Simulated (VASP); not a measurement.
# CuI (P4/nmm) in VASP: further runs, part 2 of 2

VASP 6.6.1. The steps go on from the part before.

### Step 3. Band structure, r2SCAN

File INCAR:

```
PREC     = Accurate       # precision mode
ENCUT    = 520            # plane-wave cutoff, eV
EDIFF    = 1E-6           # SCF threshold, eV
ISMEAR   = 0              # smearing method
SIGMA    = 0.02           # smearing width, eV
LREAL    = F              # projectors in reciprocal space
LASPH    = T              # aspherical terms in the spheres
NELM     = 100            # most SCF steps
ALGO     = Normal         # electronic algorithm
ISIF     = 2              # what is computed and relaxed
LWAVE    = F              # write WAVECAR
LCHARG   = F              # write CHGCAR
LMAXMIX  = 4              # l up to which the mixer works
METAGGA  = R2SCAN         # meta-GGA
LMIXTAU  = T
```

File KPOINTS:

```
Automatic mesh
0
Gamma
  8 8 4
```

File POSCAR:

```
CuI
1.0
    4.0901961900      0.0000000000      0.0000000000
    0.0000000000      4.0901961900      0.0000000000
    0.0000000000      0.0000000000      6.5514580400
I Cu
2 2
Direct
    0.0000000000      0.5000000000      0.7430343600
    0.5000000000      0.0000000000      0.2569656400
    0.0000000000      0.0000000000      0.0000000000
    0.5000000000      0.5000000000      0.0000000000
```

File KPOINTS_OPT:

```
path GXMGZRAZ,XR,MA
10
line-mode
reciprocal
 0.0000000000  0.0000000000  0.0000000000  G
 0.0000000000  0.5000000000  0.0000000000  X

 0.0000000000  0.5000000000  0.0000000000  X
 0.5000000000  0.5000000000  0.0000000000  M

 0.5000000000  0.5000000000  0.0000000000  M
 0.0000000000  0.0000000000  0.0000000000  G

 0.0000000000  0.0000000000  0.0000000000  G
 0.0000000000  0.0000000000  0.5000000000  Z

 0.0000000000  0.0000000000  0.5000000000  Z
 0.0000000000  0.5000000000  0.5000000000  R

 0.0000000000  0.5000000000  0.5000000000  R
 0.5000000000  0.5000000000  0.5000000000  A

 0.5000000000  0.5000000000  0.5000000000  A
 0.0000000000  0.0000000000  0.5000000000  Z

 0.0000000000  0.5000000000  0.0000000000  X
 0.0000000000  0.5000000000  0.5000000000  R

 0.5000000000  0.5000000000  0.0000000000  M
 0.5000000000  0.5000000000  0.5000000000  A
```

Potentials or basis: VASP PAW PBE potentials, release 64 (I, Cu).

On the command line:

```bash
cat potpaw_PBE.64/I/POTCAR potpaw_PBE.64/Cu/POTCAR > POTCAR
mpirun -np 1 vasp_std > vasp.out
```

OUTCAR:

```text
PREC = Accurate
   ENCUT = 520
   EDIFF = 1E-6
   ISMEAR = 0
   LREAL = F
   LASPH = T
   NELM = 100
   ISIF = 2
   METAGGA = R2SCAN

 ion  position               nearest neighbor table
   1  0.000  0.500  0.743-   3 2.65   4 2.65   3 2.65   4 2.65
   2  0.500  0.000  0.257-   3 2.65   4 2.65   4 2.65   3 2.65
   3  0.000  0.000  0.000-   1 2.65   2 2.65   1 2.65   2 2.65
   4  0.500  0.500  0.000-   1 2.65   2 2.65   2 2.65   1 2.65

  LATTYP: Found a simple tetragonal cell.
 ALAT       =     4.0901961900
 C/A-ratio  =     1.6017466487

  Lattice vectors:

 A1 = (   4.0901961900,   0.0000000000,   0.0000000000)
 A2 = (   0.0000000000,   4.0901961900,   0.0000000000)
 A3 = (   0.0000000000,   0.0000000000,   6.5514580400)

Analysis of symmetry for initial positions (statically):
=====================================================================
 Subroutine PRICEL returns:
 Original cell was already a primitive cell.

 Routine SETGRP: Setting up the symmetry group for a
 simple tetragonal supercell.

 Subroutine GETGRP returns: Found 16 space group operations
 (whereof  8 operations were pure point group operations)
 out of a pool of 16 trial point group operations.

The static configuration has the point symmetry D_2d.
 The point group associated with its full space group is D_4h.

Analysis of symmetry for dynamics (positions and initial velocities):
=====================================================================
 Subroutine PRICEL returns:
 Original cell was already a primitive cell.

 Routine SETGRP: Setting up the symmetry group for a
 simple tetragonal supercell.

 Subroutine GETGRP returns: Found 16 space group operations
 (whereof  8 operations were pure point group operations)
 out of a pool of 16 trial point group operations.

The dynamic configuration has the point symmetry D_2d.
 The point group associated with its full space group is D_4h.

 Subroutine INISYM returns: Found 16 space group operations
 (whereof  8 operations are pure point group operations),
 and found     1 'primitive' translations

----------------------------------------------------------------------------------------

                                     Primitive cell

  volume of cell :     109.6040

  direct lattice vectors                    reciprocal lattice vectors
     4.090196190  0.000000000  0.000000000     0.244487050  0.000000000  0.000000000
     0.000000000  4.090196190  0.000000000     0.000000000  0.244487050  0.000000000
     0.000000000  0.000000000  6.551458040     0.000000000  0.000000000  0.152637778

  length of vectors
     4.090196190  4.090196190  6.551458040     0.244487050  0.244487050  0.152637778

  position of ions in fractional coordinates (direct lattice)
     0.000000000  0.500000000  0.743034360
     0.500000000  0.000000000  0.256965640
     0.000000000  0.000000000  0.000000000
     0.500000000  0.500000000  0.000000000

  ion indices of the primitive-cell ions
   primitive index   ion index
[... 21 lines left out ...]
     0.030560881  0.030560881  0.038159445

  Shift w.r.t. Gamma in fractional coordinates (k-lattice)
     0.000000000  0.000000000  0.000000000

 Subroutine IBZKPT returns following result:
 ===========================================

 Found     45 irreducible k-points:

 Following reciprocal coordinates:
            Coordinates               Weight
  0.000000  0.000000  0.000000      1.000000
  0.125000  0.000000  0.000000      4.000000
  0.250000  0.000000  0.000000      4.000000
  0.375000  0.000000  0.000000      4.000000
  0.500000  0.000000  0.000000      2.000000
  0.125000  0.125000  0.000000      4.000000
[... 16 lines left out ...]
  0.375000  0.125000  0.250000     16.000000
  0.500000  0.125000  0.250000      8.000000
 [... further k-points ...]
   k-points           NKPTS =     45   k-points in BZ     NKDIM =     45   number of bands    NBANDS=     22
   number of dos      NEDOS =    301   number of ions     NIONS =      4
   total plane-waves  NPLWV =  45000
   dimension x,y,z NGX =    30 NGY =   30 NGZ =   50
   dimension x,y,z NGXF=    60 NGYF=   60 NGZF=  100
   ions per type =               2   2
   NGX,Y,Z   is equivalent  to a cutoff of  12.19, 12.19, 12.69 a.u.
   NGXF,Y,Z  is equivalent  to a cutoff of  24.39, 24.39, 25.38 a.u.
 SYSTEM =  unknown system
   PREC   = accura    normal or accurate (medium, high low for compatibility)
   ISTART =      0    job   : 0-new  1-cont  2-samecut
   ICHARG =      2    charge: 1-file 2-atom 10-const
   ISPIN  =      1    spin polarized calculation?
   LNONCOLLINEAR =      F non collinear calculations
   LSORBIT =      F    spin-orbit coupling
   LASPH  =      T    aspherical Exc in radial PAW
   ENCUT  =  520.0 eV  38.22 Ry    6.18 a.u.   7.61  7.61 12.18*2*pi/ulx,y,z
   NELM   =    100;   NELMIN=  2; NELMDL= -5     # of ELM steps
   EDIFF  = 0.1E-05   stopping-criterion for ELM
   LREAL  =      F    real-space projection
   EDIFFG = 0.1E-04   stopping-criterion for IOM
   NSW    =      0    number of steps for IOM
   IBRION =     -1    ionic relax: 0-MD 1-quasi-New 2-CG
   NFREE  =      0    steps in history (QN), initial steepest desc. (CG)
   ISIF   =      2    stress and relaxation
   ISYM   =      2    0-nonsym 1-usesym 2-fastsym
   POTIM  = 0.5000    time-step for ionic-motion
   TEBEG  =    0.0;   TEEND  =   0.0 temperature during run
   PSTRESS=    0.0 pullay stress
   NELECT =      36.0000    total number of electrons
   NUPDOWN=      -1.0000    fix difference up-down
   EMIN   =  10.00;   EMAX   =-10.00  energy-range for DOS
   EFERMI =   0.00;   METHOD = LEGACY
   ISMEAR =     0;   SIGMA  =   0.02  broadening in eV -4-tet -1-fermi 0-gaus
   EFERMI_NEDOS =   21; number of points for ismear=-14 and -15
   IALGO  =     38    algorithm
   IMIX   =      4    mixing-type and parameters
     AMIX     =   0.40;   BMIX     =  1.00
     AMIX_MAG =   1.60;   BMIX_MAG =  1.00
  volume/ion in A,a.u.               =      27.40       184.91
  Fermi-wavevector in a.u.,A,eV,Ry     =   1.129536  2.134514 17.359028  1.275853
  Thomas-Fermi vector in A             =   2.266230
   LORBIT       =      0    0 simple, 1 ext, 2 COOP (PROOUT), +10 PAW based schemes
   METAGGA = R2SCAN    functional components
   LHFCALC =     F    Hartree Fock is set to
   AEXX    =    0.0000 exact exchange contribution
   IVDW    =     0    specifies the selected vdW correction
   LEPSILON=     F    determine dielectric tensor
   LRPA    =     F    only Hartree local field effects (RPA)
 non-spin polarized calculation
 Gauss-broadening in eV      SIGMA  =   0.02
  energy-cutoff  :      520.00
  volume of cell :      109.60
 maximum number of plane-waves:      2972
   NGX = 15   NGY = 15   NGZ = 25

 number of electron      35.9999971 magnetization

 Free energy of the ion-electron system (eV)
  ---------------------------------------------------
  ext. energy  EPLUGINS =         0.00000000
  ---------------------------------------------------
  free energy    TOTEN  =       -71.56464220 eV

  energy without entropy =      -71.56464220  energy(sigma->0) =      -71.56464220

 E-fermi :   4.3454     XC(G=0):  -9.4624

 val. band max:        4.2213718962   @ k =   0.0000   0.0000   0.0000
 cond. band min:       6.3031753043   @ k =   0.0000   0.0000   0.0000
 fundamental gap:      2.0818034080
 Fermi energy:         4.3454264727

 k-point     1 :       0.0000    0.0000    0.0000
  band No.  band energies     occupation
      1     -10.1702      2.00000
      2      -9.4562      2.00000
      3      -1.7022      2.00000
      4       0.3362      2.00000
      5       0.5242      2.00000
      6       0.5242      2.00000
[... 589 lines left out ...]
     21       9.5621      0.00000
     22       9.5621      0.00000

 [... further k-points ...]

------------------------ aborting loop because EDIFF is reached ----------------------------------------

  FORCE on cell =-STRESS in cart. coord.  units (eV):
  Direction    XX          YY          ZZ          XY          YZ          ZX
  --------------------------------------------------------------------------------------
  -------------------------------------------------------------------------------------
  Total        0.1165101      0.1165101      0.2101658      0.0000000      0.0000000      0.0000000
  in kB        1.7031302      1.7031302      3.0721786      0.0000000      0.0000000      0.0000000
  external PRESSURE =       2.1594797 kB  Pullay stress =       0.0000000 kB

 VOLUME and BASIS-vectors are now :
 -----------------------------------------------------------------------------
  energy-cutoff  :      520.00
  volume of cell :      109.60
      direct lattice vectors                 reciprocal lattice vectors
     4.090196190  0.000000000  0.000000000     0.244487050  0.000000000  0.000000000
     0.000000000  4.090196190  0.000000000     0.000000000  0.244487050  0.000000000
     0.000000000  0.000000000  6.551458040     0.000000000  0.000000000  0.152637778

 POSITION                                       TOTAL-FORCE (eV/Angst)
 -----------------------------------------------------------------------------------
      0.00000      2.04510      4.86796         0.000000      0.000000     -0.010300
      2.04510      0.00000      1.68350         0.000000     -0.000000      0.010300
      0.00000      0.00000      0.00000         0.000000     -0.000000      0.000000
      2.04510      2.04510      0.00000         0.000000      0.000000      0.000000
 -----------------------------------------------------------------------------------
    total drift:                                0.000000      0.000000      0.000000

  FREE ENERGIE OF THE ION-ELECTRON SYSTEM (eV)
  ---------------------------------------------------
  free  energy   TOTEN  =       -71.5646422038 eV

  energy  without entropy=      -71.5646422038  energy(sigma->0) =      -71.56464220
```

It took 7.3 min on 1 thread of Intel Xeon 6975P-C (Granite Rapids), shared host; peak memory 0.31 GiB.

Results:

| Item | Value |
| --- | --- |
| Free energy | -71.5646 eV |
| Pressure | 0.2 GPa |
| Largest force | 0.010 eV/Å |
| Band gap on the k mesh | 2.08 eV, direct |
| Band gap along the path | 2.08 eV, direct |

Forces in eV/Å, atoms in the order of the input:
```
I    0.000  0.000 -0.010
I    0.000  0.000  0.010
Cu   0.000  0.000  0.000
Cu   0.000  0.000  0.000
```

Stress tensor (GPa, compression positive):
```
0.17 0.00 0.00
0.00 0.17 0.00
0.00 0.00 0.31
```

Levels at the corners of the path, in eV from the valence-band top:
```csv
point,band 14,band 15,band 16,band 17,band 18,band 19,band 20,band 21,band 22
Γ,-1.35,-1.14,-0.78,0.00,0.00,2.08,3.43,3.68,5.38
X,-1.86,-1.07,-1.07,-0.47,-0.47,4.05,4.05,5.36,5.36
X,-1.86,-1.07,-1.07,-0.47,-0.47,4.05,4.05,5.36,5.36
M,-1.66,-1.66,-1.66,-1.05,-1.05,3.01,3.01,3.11,3.11
M,-1.66,-1.66,-1.66,-1.05,-1.05,3.01,3.01,3.11,3.11
Γ,-1.35,-1.14,-0.78,0.00,0.00,2.08,3.43,3.68,5.38
Γ,-1.35,-1.14,-0.78,0.00,0.00,2.08,3.43,3.68,5.38
Z,-1.29,-1.29,-1.14,-0.27,-0.27,3.62,3.68,3.91,4.83
Z,-1.29,-1.29,-1.14,-0.27,-0.27,3.62,3.68,3.91,4.83
R,-1.87,-0.72,-0.72,-0.45,-0.45,2.70,2.70,5.54,5.54
R,-1.87,-0.72,-0.72,-0.45,-0.45,2.70,2.70,5.54,5.54
A,-1.73,-1.66,-1.66,-0.98,-0.98,4.33,4.33,4.45,4.45
A,-1.73,-1.66,-1.66,-0.98,-0.98,4.33,4.33,4.45,4.45
Z,-1.29,-1.29,-1.14,-0.27,-0.27,3.62,3.68,3.91,4.83
X,-1.86,-1.07,-1.07,-0.47,-0.47,4.05,4.05,5.36,5.36
R,-1.87,-0.72,-0.72,-0.45,-0.45,2.70,2.70,5.54,5.54
M,-1.66,-1.66,-1.66,-1.05,-1.05,3.01,3.01,3.11,3.11
A,-1.73,-1.66,-1.66,-0.98,-0.98,4.33,4.33,4.45,4.45
```

Caveat: the PAW data sets were made with another functional, which shifts forces and pressure a little; spin-orbit coupling is left out, which moves the levels of the heavy elements.

### Step 4. Band structure, TB-mBJ

POSCAR is that of step 3.

File INCAR.step1:

```
PREC     = Accurate       # precision mode
ENCUT    = 520            # plane-wave cutoff, eV
EDIFF    = 1E-5           # SCF threshold, eV
ISMEAR   = 0              # smearing method
SIGMA    = 0.02           # smearing width, eV
LREAL    = F              # projectors in reciprocal space
LASPH    = T              # aspherical terms in the spheres
NELM     = 100            # most SCF steps
ALGO     = Normal         # electronic algorithm
ISIF     = 2              # what is computed and relaxed
LWAVE    = T              # write WAVECAR
LCHARG   = F              # write CHGCAR
LMAXMIX  = 4              # l up to which the mixer works
GGA      = PE             # functional
```

File INCAR.step2:

```
PREC     = Accurate       # precision mode
ENCUT    = 520            # plane-wave cutoff, eV
EDIFF    = 1E-6           # SCF threshold, eV
ISMEAR   = 0              # smearing method
SIGMA    = 0.02           # smearing width, eV
LREAL    = F              # projectors in reciprocal space
LASPH    = T              # aspherical terms in the spheres
NELM     = 100            # most SCF steps
ALGO     = Normal         # electronic algorithm
ISIF     = 2              # what is computed and relaxed
LWAVE    = F              # write WAVECAR
LCHARG   = F              # write CHGCAR
LMAXMIX  = 4              # l up to which the mixer works
METAGGA  = MBJ            # meta-GGA
ISTART   = 1
```

KPOINTS is that of step 3.

KPOINTS_OPT is that of step 3.

On the command line:

```bash
cat potpaw_PBE.64/I/POTCAR potpaw_PBE.64/Cu/POTCAR > POTCAR
cp INCAR.step1 INCAR
mpirun -np 1 vasp_std > vasp.out
cp INCAR.step2 INCAR
mpirun -np 1 vasp_std > vasp.out
```

Wall time 5.2 min (1 thread of Intel Xeon 6975P-C (Granite Rapids), shared host); peak memory 0.29 GiB.

The run converged. Its results:

```
Band gap on the k mesh  : 2.57 eV, direct
Band gap along the path : 2.57 eV, direct
```

Levels at the corners of the path, in eV from the valence-band top:
| point | band 16 | band 17 | band 18 | band 19 | band 20 | band 21 |
| --- | --- | --- | --- | --- | --- | --- |
| Γ | -0.65 | 0.00 | 0.00 | 2.57 | 3.83 | 3.93 |
| X | -0.81 | -0.39 | -0.39 | 4.30 | 4.30 | 5.46 |
| X | -0.81 | -0.39 | -0.39 | 4.30 | 4.30 | 5.46 |
| M | -1.36 | -0.78 | -0.78 | 3.43 | 3.43 | 3.45 |
| M | -1.36 | -0.78 | -0.78 | 3.43 | 3.43 | 3.45 |
| Γ | -0.65 | 0.00 | 0.00 | 2.57 | 3.83 | 3.93 |
| Γ | -0.65 | 0.00 | 0.00 | 2.57 | 3.83 | 3.93 |
| Z | -0.86 | -0.21 | -0.21 | 3.89 | 4.04 | 4.22 |
| Z | -0.86 | -0.21 | -0.21 | 3.89 | 4.04 | 4.22 |
| R | -0.55 | -0.37 | -0.37 | 3.13 | 3.13 | 5.60 |
| R | -0.55 | -0.37 | -0.37 | 3.13 | 3.13 | 5.60 |
| A | -1.36 | -0.72 | -0.72 | 4.45 | 4.45 | 4.72 |
| A | -1.36 | -0.72 | -0.72 | 4.45 | 4.45 | 4.72 |
| Z | -0.86 | -0.21 | -0.21 | 3.89 | 4.04 | 4.22 |
| X | -0.81 | -0.39 | -0.39 | 4.30 | 4.30 | 5.46 |
| R | -0.55 | -0.37 | -0.37 | 3.13 | 3.13 | 5.60 |
| M | -1.36 | -0.78 | -0.78 | 3.43 | 3.43 | 3.45 |
| A | -1.36 | -0.72 | -0.72 | 4.45 | 4.45 | 4.72 |

Caveat: the PAW data sets were made with another functional, which shifts forces and pressure a little; spin-orbit coupling is left out, which moves the levels of the heavy elements.

### Step 5. Overview

| level | gap on the mesh (eV) |
| --- | --- |
| PBEsol | 1.50 |
| r2SCAN | 2.08 |
| TB-mBJ | 2.57 |

Alike in all rows: task band structure; potentials or basis VASP PAW PBE potentials, release 64 (I, Cu); no spin polarisation; cell as given; k mesh 8 × 8 × 4; cutoff (eV) 520; smearing gaussian 0.02 eV.

On the cell as given the gap runs from 1.50 eV (PBEsol) to 2.57 eV (TB-mBJ).

Caveats: the PAW data sets were made with another functional, which shifts forces and pressure a little; spin-orbit coupling is left out, which moves the levels of the heavy elements; this functional lacks dispersion, which binds the layers, so the pressure and a relaxed spacing across them are unreliable (some runs).

Absolute energies hang on the potentials; compare differences alone.
